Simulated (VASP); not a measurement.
Here is the system:

```
InN
1.0
    3.50020     0.00000     0.00000
   -1.75010     3.03126     0.00000
    0.00000     0.00000     5.65116
In N
2 2
Direct
  0.66667   0.33333   0.50048
  0.33333   0.66667   0.00048
  0.66667   0.33333   0.87952
  0.33333   0.66667   0.37952
```

All values below come from LDA (Ceperley-Alder, Perdew-Zunger), VASP's LDA PAW potentials (set 64) (plane waves; VASP). Run with 400 eV cut-off, 14×14×8 Γ-centred mesh, Fermi-Dirac smearing of 0.10 eV, potentials In_d N.

At this cut-off the stress carries a Pulay error, which pulls relaxed volumes low.

### Question
Give the stress tensor in GPa (positive for a compressed cell).

### Answer

```
-1.39   0.00   0.00
 0.00  -1.39   0.00
 0.00   0.00  -1.30
```
The pressure is its mean diagonal, -1.36 GPa.

The structure comes from a computed database's InN entry; how it stands against other phases isn't given here. The cell was not relaxed at this level.
